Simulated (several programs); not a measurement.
## Many methods on one cell: KCl (wurtzite)

KCl built on the wurtzite prototype (no longer in that coordination), relaxed with r2SCAN in Ansatz, was computed with several methods. It is hexagonal, P6_3/mmc (No. 194); a = 5.344 Å, c = 6.239 Å in the conventional setting, 38.57 Å³ an atom. K has 5 Cl at 3.09–3.12 Å; Cl has 5 K at 3.09–3.12 Å. No spin polarisation. The prototype was imposed, so other structures may be more stable.

```
CELL_PARAMETERS angstrom
5.34380 0.00000 0.00000
-2.67190 4.62787 0.00000
0.00000 0.00000 6.23917
ATOMIC_POSITIONS crystal
K 0.33333 0.66667 0.93750
K 0.66667 0.33333 0.43750
Cl 0.33333 0.66667 0.43750
Cl 0.66667 0.33333 0.93750
```

Gaps and times are for a single point on this cell; volume and bulk modulus come from each method's own relaxation or energy curve at fixed shape, which is too stiff where a cell has free coordinates or axes. Times are rough, from shared hosts (Arm Neoverse V1; Intel Xeon 6975P-C), and each method has its own mesh and cell size. A double dagger marks a value from a curve with shape and coordinates held. PM6 (MOPAC), PM7 (MOPAC), GFN1-xTB (tblite), GFN2-xTB (tblite) treat a cluster of cells at its zone centre, which samples few k points: where these miss a band edge, the gap comes out too large for that reason alone. Gaps from k meshes are read at a limited set of points (mesh, symmetry points, PBE's band edges), so each method's own least gap may be somewhat smaller. Force fields have no electrons; where one was fitted to this phase, its volume and modulus reflect the fit. xTB and the PM methods were fitted mostly to molecules, and can miss a solid's gap by electronvolts. Minimal bases can be far off for gaps. Times of the plane-wave rungs are withheld (a dash), since they come from other jobs, hosts and meshes; the meshes of hybrids and Hartree-Fock don't converge their gaps to the digits shown. G0W0 is at finite bands, cutoff and mesh. d marks a direct gap, i an indirect one (no mark: not told apart), a dash a value that wasn't computed or didn't pass its checks.

```
                            method              kind  gap (eV)  own volume (Å³/atom)  bulk modulus (GPa)  atoms computed  processor time
               ffield.eim (LAMMPS)       force field         –                     –                   –               4          0.13 s
  light PBE (260 eV, its own mesh)  light plane-wave    4.77 d                     –                   –               4           1.2 s
                 GFN1-xTB (tblite)     tight binding      2.35                     –                   –         cluster           1.5 s
                       PM7 (MOPAC)    semi-empirical     12.93                     –                   –         cluster           1.5 s
                       PM6 (MOPAC)    semi-empirical     10.85                     –                   –         cluster           1.7 s
                 GFN2-xTB (tblite)     tight binding      2.16                     –                   –         cluster           2.3 s
                               PBE         semilocal    4.77 d                 39.79                 13‡               4               –
                    PBE/SZV (CP2K)       small basis    3.36 d                40.63‡                 16‡               4           9.9 s
                            r2SCAN         semilocal    5.35 d                 38.57                 15‡               4               –
                   PBE/DZVP (CP2K)       small basis    4.76 d                40.13‡                 13‡               4            21 s
            PBE/single zeta (GPAW)       small basis    4.26 d                     –                   –               4         2.6 min
G0W0@PBE (140 eV screening cutoff)         many-body      7.62                     –                   –               4               –
```

Against r2SCAN (5.35 eV) the nearest gap at the points sampled is that of PBE (-0.58 eV) and the farthest that of PM7 (MOPAC) (+7.58 eV). r2SCAN is only a yardstick of convenience: semilocal gaps usually lie below measured ones, which GLLB-SC and hybrids aim to mend.

Volumes against r2SCAN's: PBE +3.1 %.

Runs without a result: GLLB-SC (GPAW) (single point).
